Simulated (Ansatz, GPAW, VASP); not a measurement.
One calculation of C, 4 ways

```
C
1.0
     0.00000    1.78337    1.78337
     1.78337    0.00000    1.78337
     1.78337    1.78337    0.00000
C
2
Cartesian
  2.6751 2.6751 2.6751
  1.7834 1.7834 1.7834
```

Alike in all runs: task single point; functional PBE; k mesh 13 × 13 × 13; occupations gaussian, width 0.02 eV; no spin polarisation; no spin-orbit coupling. Pressure is positive in compression and, in plane waves, holds the error of the finite cutoff, which Ansatz's Pulay term estimates and takes out.

| program and potentials | plane-wave cutoff (eV) | notes | pressure (GPa) |
| --- | --- | --- | --- |
| Ansatz, Ansatz PAW | 420 | Pulay term of +1.04 GPa included | 1.78 |
| VASP, PBE PAW files C, 520 eV | 520 | - | 2.46 |
| Ansatz, all-electron LAPW, scalar-relativistic | - | - | 1.75 |
| GPAW, GPAW PAW data sets (gpaw-data 1.2.1) | 800 | - | 1.42 |

The pressure spans 1.42 (GPAW, GPAW PAW data sets (gpaw-data 1.2.1)) to 2.46 GPa (VASP, PBE PAW files C, 520 eV), with all-electron results at 1.75.

The functional is the same throughout but for its coding, so the spread measures potentials, basis and numerics; runs on potential files found faulty are left out.

All four runs put diamond under slight compression, so this cell is a little smaller than the PBE equilibrium one. That fits the functional's known tendency to lengthen covalent bonds slightly. The pressures look sizeable only because the sp3 network is so stiff: strong, directional σ bonds resist both stretching and bending, so a very small change in lattice constant shifts the pressure by gigapascals. The spread between the programs therefore corresponds to a minute difference in equilibrium bond length.

The Ansatz PAW result, at 1.78 GPa, nearly coincides with the all-electron 1.75 GPa, but this agreement relies on a Pulay term as large as the whole spread. If the cutoff error in the VASP run has the same sign, removing it would raise 2.46 GPa further, which suggests that the carbon potential rather than the basis causes the excess. Agreement at a single volume doesn't show that the potentials would also give the same bulk modulus.
